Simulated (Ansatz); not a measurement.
# SiO2 (P4_2/mnm): from the cell to its phonons, part 2 of 2

Task: relax SiO2 (P4_2/mnm), then find its harmonic phonons.

Ansatz 0.2.0; DFT LDA, scalar-relativistic, plane waves, PseudoDojo norm-conserving pseudopotentials.

So far. Step 4 (Tight relaxation): The largest force component left is 0.12 meV/Å and the pressure is 0.000 GPa, within the tolerances set. The cell now holds 7.61 Å³/atom. The relaxed cell has a = 4.146, c = 2.656 Å (conventional setting).

### Step 5. Zone-centre response

The zone centre is the only wavevector solved here; it holds the modes that light can see, as far as symmetry allows. The response to a homogeneous field gives the Born charges and the dielectric tensor, and its change with displacement the Raman tensors.

Input file input.yaml:

```yaml
crystal:
  lattice:
    - [4.1456441892, 0.0, 0.0]
    - [0.0, 4.1456441892, 0.0]
    - [0.0, 0.0, 2.6556389901]
  atoms:
    - { symbol: Si, position: [0.5, 0.5, 0.5] }
    - { symbol: Si, position: [0.0, 0.0, 0.0] }
    - { symbol: O, position: [0.6943720515, 0.6943720515, 0.0] }
    - { symbol: O, position: [0.1943720515, 0.8056279485, 0.5] }
    - { symbol: O, position: [0.3056279485, 0.3056279485, 0.0] }
    - { symbol: O, position: [0.8056279485, 0.1943720515, 0.5] }
kpoints:
  mp_grid: { grid: [8, 8, 8] }
hamiltonian:
  xc: lda
  pseudopotentials: { kind: nc, accuracy: standard }
scf:
  occupations: { method: fixed }
output:
  eigenvalues: true
phonons:
  method: dfpt
  dielectric: true
  rigid_motions: translations
  raman: true
```

On the command line:

```console
$ ansatz run input.yaml --threads 4 --pin off --max-ram 7168MiB --backend cpu --events-out ev --progress --plain --runs-dir out
```

The log of the run:

```text
[...]
Crystal: 6 atoms, lattice volume = 45.641 Å³
Basis set: ecut = 1142.878222 eV, 4035 PW (Γ), exchange–correlation on 96×96×60 points (8 copies of the dense FFT grid, shifted against one another)
Bands: 22, of which v1, the nominal top of the filled ones, is band 16 counted from 1 (15 counted from 0)
Symmetry: 16 space group operations
k-points: 260 of 512 (irreducible under 1 space group operation, time reversal used)
[...]
SCF iter   1: F=—  HF=-2040.090801 eV  |F-HF|=—  |Δ(HF+E_count)|=         —  Δρ=1.53e-1  dr2=8.11e0  ethr=3.10e-3  ⟨swp⟩=4.7  Hψ=25053  notcnv=0  defer=1027
[...]
SCF iter   9: F=-2037.423708 eV  HF=-2037.423708 eV  |F-HF|=4.55e-13  |Δ(HF+E_count)|=  7.55e-11  Δρ=7.68e-8  dr2=1.48e-12  ethr=1.00e-12  ⟨swp⟩=6.0  Hψ=27340  notcnv=0
SCF 1 converged in 9 iterations: F = -2037.423708 eV  dr2 = 1.48e-12
DFPT response loops at Γ: preconditioner auto → none (the input reference at scf.mixing.eps_inf says where Resta's filter doesn't serve); β = 0.50; Broyden in place of MSR1
── the response to a field inside a basis, on 8×8×10 k-points: an SCF that follows is theirs, and a resumed run solves both again ──
Bands: 17, of which v1, the nominal top of the filled ones, is band 16 counted from 1 (15 counted from 0)
k-points: 50 of 640
[...]
Eigensolver: Dense (50 Hₖ)
SCF iter   1: F=—  HF=-2037.413443 eV  |F-HF|=—  |Δ(HF+E_count)|=         —  Δρ=2.02e-4  dr2=1.59e-6  ethr=1.00e-1
[...]
SCF iter   5: F=-2037.413445 eV  HF=-2037.413445 eV  |F-HF|=0.00e0  |Δ(HF+E_count)|=  2.75e-11  Δρ=9.94e-8  dr2=2.03e-12  ethr=1.00e-12
SCF 1 converged in 5 iterations: F = -2037.413445 eV  dr2 = 2.03e-12
[...]
SCF converged after 9 iterations
Free energy (F): -2037.423708 eV
[...]
Internal energy: -2037.423708 eV  (E = F + TS)
E sigma→0 (E₀):  -2037.423708 eV
Fermi energy:    10.604748 eV
[...]
--- Band table (eV; the first three rows and the last of 260) ---
  k-point 0: bands = [... 12 lower, 8.0278, 9.6914, 9.6914, 10.6047, 16.5885, 17.1141, 19.1082, 19.1082, ... 2 higher]
  k-point 1: bands = [... 12 lower, 7.3410, 9.5304, 9.5304, 10.4023, 17.2718, 18.2375, 19.9980, 19.9980, ... 2 higher]
  k-point 2: bands = [... 12 lower, 6.1699, 9.0304, 9.0304, 9.7610, 18.2972, 20.4097, 20.6885, 21.8813, ... 2 higher]
  k-point 259: bands = [... 12 lower, 8.7970, 8.7970, 8.9987, 8.9987, 17.9066, 17.9066, 21.5821, 21.5821, ... 2 higher]
--- Phonons (Γ-DFPT): 4 representative perturbations + reference, on 260 of 512 k-points (Σ response iterations 12) ---
  k mesh reduced under 1 symmetry operation, with k and −k counted as one. Each operation leaves every solved perturbation unchanged. A smaller set is not considered because the run solves the response to a homogeneous field
  ASR residual: 2.322e-5 → 0.000e0 eV/Å²; symmetrization residual: 2.625e-6 eV/Å²
  ASR residual per site (eV/Å²): 1.84e-5 1.84e-5 2.32e-5 2.32e-5 2.32e-5 2.32e-5
  Γ frequencies (cm⁻¹): 0.00 0.00 0.00 221.65 386.50 470.63 470.63 586.30 586.30 588.16 588.16 597.13 660.09 755.27 762.06 825.50 825.50 950.16
  ε∞ (high-frequency dielectric tensor):
        3.322981     0.000000     0.000000
        0.000000     3.322981     0.000000
        0.000000     0.000000     3.491564
  ε⁰ (static dielectric tensor: ions relaxed, cell fixed):
       10.930419    -0.000000    -0.000000
       -0.000000    10.930419     0.000000
       -0.000000     0.000000     8.887135
  ε⁰ − ε∞ (ionic part):
        7.607438    -0.000000    -0.000000
       -0.000000     7.607438     0.000000
       -0.000000     0.000000     5.395570
  softest optical mode at Γ: 221.65 cm⁻¹; the repairs (sum rule, projections) moved no ω² at Γ by more than (1.13 cm⁻¹)²
  Born effective charges Z* (e; rows j = field, columns β = displacement):
    site 0:
         3.78903   -0.34648    0.00000
        -0.34648    3.78903    0.00000
         0.00000    0.00000    4.03824
    site 1:
         3.78903    0.34648    0.00000
         0.34648    3.78903    0.00000
         0.00000    0.00000    4.03824
    site 2:
        -1.89452   -0.55464    0.00000
        -0.55464   -1.89452    0.00000
         0.00000    0.00000   -2.01912
    site 3:
        -1.89452    0.55464    0.00000
         0.55464   -1.89452    0.00000
         0.00000    0.00000   -2.01912
    site 4:
        -1.89452   -0.55464    0.00000
        -0.55464   -1.89452    0.00000
         0.00000    0.00000   -2.01912
    site 5:
        -1.89452    0.55464    0.00000
         0.55464   -1.89452    0.00000
         0.00000    0.00000   -2.01912
  Z* charge neutrality: 9.116e-4 e pre-enforcement
  solved inside a basis spanned on kpoints, on 8×8×10 k-points: ε∞ is read to err by 8.0e-3, Z* by 1.3e-2 e (field_mesh: kpoints solves on kpoints); Z* is corrected for what the basis lacks
  Raman tensors (in the event stream and the table raman_tensors.tsv): an entry may err by 4.1e-4 Å², one of the second-order susceptibility by 5.8e-21 pm/V (basis, points and sum rule); their sum over the sites missed zero by 2.220e-16 Å² ahead of its enforcement
  optical modes at Γ without the LO–TO term, one row a degenerate level:
      ω (cm⁻¹)  modes    IR ((D/Å)²/amu)  static Raman (Å⁴/amu)  depolarisation
        221.65      1             0.0000                 0.1241           0.750
        386.50      1             0.0000                 0.0000               —
        470.63      2            57.6570                 0.0000               —
        586.30      2             0.0000                 0.2173           0.750
        588.16      2             9.9085                 0.0000               —
        597.13      1             0.0000                 0.0000               —
        660.09      1            50.3073                 0.0000               —
        755.27      1             0.0000                 3.8616           0.004
        762.06      1             0.0000                 0.0000               —
        825.50      2            24.9573                 0.0000               —
        950.16      1             0.0000                 0.3685           0.750
  optical modes at Γ + LO–TO along q̂ = [1.0000, 0.0000, 0.0000]:
      ω (cm⁻¹)  modes    IR ((D/Å)²/amu)  static Raman (Å⁴/amu)  depolarisation
        221.65      1             0.0000                 0.1241           0.750
        386.50      1             0.0000                 0.0000               —
        470.63      1            28.8285                 0.0000               —
        565.34      1             0.4938                 0.0000               —
        586.30      2             0.0000                 0.2173           0.750
        588.16      1             4.9543                 0.0000               —
        597.13      1             0.0000                 0.0000               —
        660.09      1            50.3073                 0.0000               —
        704.00      1             5.2340                 0.0000               —
        755.27      1             0.0000                 3.8616           0.004
        762.06      1             0.0000                 0.0000               —
        825.50      1            12.4787                 0.0000               —
        950.16      1             0.0000                 0.3685           0.750
       1041.26      1            40.5336                 0.0000               —
  optical modes at Γ + LO–TO along q̂ = [0.0000, 1.0000, 0.0000]:
      ω (cm⁻¹)  modes    IR ((D/Å)²/amu)  static Raman (Å⁴/amu)  depolarisation
        221.65      1             0.0000                 0.1241           0.750
        386.50      1             0.0000                 0.0000               —
        470.63      1            28.8285                 0.0000               —
        565.34      1             0.4938                 0.0000               —
        586.30      2             0.0000                 0.2173           0.750
        588.16      1             4.9543                 0.0000               —
        597.13      1             0.0000                 0.0000               —
        660.09      1            50.3073                 0.0000               —
        704.00      1             5.2340                 0.0000               —
        755.27      1             0.0000                 3.8616           0.004
        762.06      1             0.0000                 0.0000               —
        825.50      1            12.4787                 0.0000               —
        950.16      1             0.0000                 0.3685           0.750
       1041.26      1            40.5336                 0.0000               —
  optical modes at Γ + LO–TO along q̂ = [0.0000, 0.0000, 1.0000]:
      ω (cm⁻¹)  modes    IR ((D/Å)²/amu)  static Raman (Å⁴/amu)  depolarisation
        221.65      1             0.0000                 0.1241           0.750
        386.50      1             0.0000                 0.0000               —
        470.63      2            57.6570                 0.0000               —
        586.30      2             0.0000                 0.2173           0.750
        588.16      2             9.9085                 0.0000               —
        597.13      1             0.0000                 0.0000               —
        755.27      1             0.0000                 3.8616           0.004
        762.06      1             0.0000                 0.0000               —
        825.50      2            24.9573                 0.0000               —
        950.16      1             0.0000                 0.3685           0.750
       1053.10      1            50.3073                 0.0000               —
```

It took 10 min on 4 threads of Arm Neoverse N1, shared host; peak memory 4.1 GiB; 39 min of CPU time.

The column dr2 measures how far the density is from self-consistency, as an energy; F and HF (Harris–Foulkes) agree once it is small.

Numbers from this step:

* sum-rule residual before enforcement: 2.32e-5 eV/Å²
* miss of the charge sum rule: 9.12e-4 e
* estimated error of the dielectric tensor: 0.007996
* estimated error of the Born charges: 0.01287 e
* point group: 4/mmm
* highest optical mode at the zone centre (no LO-TO term): 950.2 cm⁻¹
* lowest optical zone-centre mode: 221.7 cm⁻¹
* mean high-frequency dielectric constant: 3.379
* largest Born charge (third of the trace): 3.872 e
* mean static dielectric constant: 10.25
* top of the zone-centre spectrum with the field: 1053 cm⁻¹

Without the LO-TO term. Patterns of degenerate modes are one choice out of their space. Modes at Γ, with each element's share of the kinetic energy:

```tsv
mode	frequency (cm⁻¹)	symmetry	Si %	O %
1	0.0	acoustic	47	53
2	0.0	acoustic	47	53
3	0.0	acoustic	47	53
4	221.7	B1g	0	100
5	386.5	B1u	81	19
6	470.6	Eu	44	56
7	470.6	Eu	44	56
8	586.3	Eg	0	100
9	586.3	Eg	0	100
10	588.2	Eu	63	37
11	588.2	Eu	63	37
12	597.1	A2g	0	100
13	660.1	A2u	53	47
14	755.3	A1g	0	100
15	762.1	B1u	19	81
16	825.5	Eu	46	54
17	825.5	Eu	46	54
18	950.2	B2g	0	100
```

Displacements in mode 4 (221.7 cm⁻¹), the largest set to 1:
```
Si1  0.00  0.00  0.00
Si2  0.00  0.00  0.00
O3   1.00 -1.00  0.00
O4   1.00  1.00  0.00
O5  -1.00  1.00  0.00
O6  -1.00 -1.00  0.00
```

Displacements in mode 18 (950.2 cm⁻¹), the largest set to 1:
```
Si1  0.00  0.00  0.00
Si2  0.00  0.00  0.00
O3   1.00  1.00  0.00
O4  -1.00  1.00  0.00
O5  -1.00 -1.00  0.00
O6   1.00 -1.00  0.00
```

Optical modes at the zone centre, without and with the macroscopic field of the longitudinal modes; each column is sorted by frequency, so a row need not hold one and the same mode. Modes with and without the field, by row:

```tsv
rank among optical modes	no field (cm⁻¹)	q along (1, 0, 0) (cm⁻¹)	q along (0, 0, 1) (cm⁻¹)
1	221.7	221.7	221.7
2	386.5	386.5	386.5
3	470.6	470.6	470.6
4	470.6	565.3	470.6
5	586.3	586.3	586.3
6	586.3	586.3	586.3
7	588.2	588.2	588.2
8	588.2	597.1	588.2
9	597.1	660.1	597.1
10	660.1	704	755.3
11	755.3	755.3	762.1
12	762.1	762.1	825.5
13	825.5	825.5	825.5
14	825.5	950.2	950.2
15	950.2	1041	1053
```

Born charge (rows field, columns displacement) (e), principal values of the symmetric part by kind of site:

```tsv
atom	atoms with these values	low	middle	high	mean
Si1	2	3.44	4.04	4.14	3.87
O3	4	-2.45	-2.02	-1.34	-1.94
```

In full for O3:

```
-1.89 -0.55  0.00
-0.55 -1.89  0.00
 0.00  0.00 -2.02
```

High-frequency dielectric tensor:

```
3.32 0.00 0.00
0.00 3.32 0.00
0.00 0.00 3.49
```

Static dielectric tensor (ions relaxed, fixed cell):

```
10.93  0.00  0.00
 0.00 10.93  0.00
 0.00  0.00  8.89
```

Transverse modes. Lines of the infrared spectrum (strongest = 100):

```tsv
position (cm⁻¹)	label	relative intensity
222	B1g	0.0
386	B1u	0.0
471	Eu	100
586	Eg	0.0
588	Eu	17
597	A2g	0.0
660	A2u	87
755	A1g	0.0
762	B1u	0.0
826	Eu	43
950	B2g	0.0
```

Activity x (w_L - w)^4 (n + 1)/w, 532 nm, 300 K; modes without the macroscopic field alone. Lines of the Raman spectrum (strongest = 100):

```tsv
position (cm⁻¹)	label	relative intensity
222	B1g	18
386	B1u	0.0
471	Eu	0.0
586	Eg	7.8
588	Eu	0.0
597	A2g	0.0
660	A2u	0.0
755	A1g	100
762	B1u	0.0
826	Eu	0.0
950	B2g	7.1
```

Before it was imposed, the acoustic sum rule was missed by 2.3e-5 eV/Å² and the charge sum rule by 9.1e-4 e. Small misses are needed for a sound result but don't prove that mesh and cutoff are converged. The lowest optical mode is real, 222 cm⁻¹.

### Step 6. Another isotope, element O, natural mass 15.999 amu

An isotope changes the mass and not the force constants, so no new electronic calculation is needed; the shifts show which modes move this element.

The same force constants with the mass of O changed from 15.999 to 17.999 u (phonopy, no LO-TO term). Both lists are sorted by frequency; levels can cross, so a row need not hold one and the same mode. Modes under 3 cm⁻¹ are left out. Isotope shifts, by row:

```tsv
q	rank	natural mass (cm⁻¹)	changed mass (cm⁻¹)
0 0 0	4	221.7	209
0 0 0	5	386.5	381.9
0 0 0	6	470.6	455.3
0 0 0	7	470.6	455.3
0 0 0	8	586.3	552.8
0 0 0	9	586.3	552.8
0 0 0	10	588.2	563
0 0 0	11	588.2	574.7
0 0 0	12	597.1	574.7
0 0 0	13	660.1	642.7
0 0 0	14	755.3	712.1
0 0 0	15	762.1	727.1
0 0 0	16	825.5	801.6
0 0 0	17	825.5	801.6
0 0 0	18	950.2	895.8
```

A mode of this element alone would shift by -5.72 %. The highest zone-centre frequency without the field goes from 950.2 to 895.8 cm⁻¹ (-5.7 %). The product of the frequency ratios over all optical modes at Γ is 0.543; the product rule, (m/m′)^(3k/2) (M′/M)^(3/2) with k = 4 such atoms and M the mass of the cell, gives 0.543.

### Step 7. Another isotope, element Si, natural mass 28.085 amu

The same for Si, from 28.09 to 29.97 u.

A mode of this element alone would shift by -3.20 %. The highest zone-centre frequency without the field goes from 950.2 to 950.2 cm⁻¹ (+0.0 %). The product of the frequency ratios over all optical modes at Γ is 0.862; the product rule, (m/m′)^(3k/2) (M′/M)^(3/2) with k = 2 such atoms and M the mass of the cell, gives 0.862.

### Step 8. Outcome

```yaml
space_group_after_relaxation_within_0p01_a: P4_2/mnm
volume_per_atom: 7.61 Å³
gap_on_the_k_mesh: 5.98 eV
highest_optical_mode_at_the_zone_centre_no_lo_to_term: 950 cm⁻¹
top_of_the_zone_centre_spectrum_with_the_field: 1053 cm⁻¹
lowest_optical_zone_centre_mode: 222 cm⁻¹
mean_high_frequency_dielectric_constant: 3.38
mean_static_dielectric_constant: 10.2
largest_born_charge_third_of_the_trace: 3.87 e
imaginary_modes_at_gamma_the_only_wavevector_solved: none
```

What this shows: The structure is stable against zone-centre distortions, since no mode there is imaginary; other wavevectors were not solved, so zone-boundary instabilities are untested. Without the field, the optical modes at Γ span 222 to 950 cm⁻¹. No dispersion was computed. The highest mode in this list at Γ, 950.2 cm⁻¹, is mostly motion of O (100 % of the kinetic energy). With the macroscopic field of the longitudinal modes the top of the zone-centre spectrum lies at 1053 cm⁻¹, against 950 cm⁻¹ without it. Lattice motion raises the mean dielectric constant from 3.379 to 10.25. The strongest infrared line is at 471 cm⁻¹. Averaged over orientations, the strongest Raman line at 532 nm and 300 K is at 755 cm⁻¹. These are harmonic frequencies at zero temperature: anharmonic shifts, linewidths and thermal expansion are left out.

[Logs are printed without paths, hosts, clocks, repeated set-up lines and the standing remarks that a program may print on its own settings, such as how far it seeks lower states.]

[Hosts, paths, dates, database ids (printed as entryN), source tags and the programs' standing remarks are cut or masked in the printed files.]
